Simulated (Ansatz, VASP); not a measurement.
## One calculation of Al2Cu, two programs

```
CELL_PARAMETERS angstrom
4.04226 0.00000 0.00000
0.00000 4.04226 0.00000
0.00000 0.00000 2.74610
ATOMIC_POSITIONS crystal
Al 0.50000 0.00000 0.50000
Al 0.00000 0.50000 0.50000
Cu 0.00000 0.00000 0.00000
```

Alike in both runs: task single point; functional LDA; k mesh 10 × 10 × 14; occupations gaussian, width 0.15 eV; no spin polarisation.

```csv
,VASP,Ansatz
version,VASP 6.6.1,Ansatz 0.2.0
potentials or method,"VASP PAW LDA potentials, release 64 (Al, Cu)","scalar-relativistic, plane waves, PAW"
plane-wave cutoff (eV),520,520
valence electrons in the cell,17,25
```

|  | VASP | Ansatz | Ansatz less VASP |
| --- | --- | --- | --- |
| gap on the k mesh at the Fermi level (eV) | none | none | - |
| pressure (GPa) | 3.5 | 3.2 | -0.30 |
| largest component of the traceless stress (GPa) | 1.90 | 1.93 | +0.031 |

A gap of «none» marks a metal or a gap that the smearing closes. The two sets of potentials don't hold the same shells in valence. Ansatz warned: «pseudo_functional_mismatch».
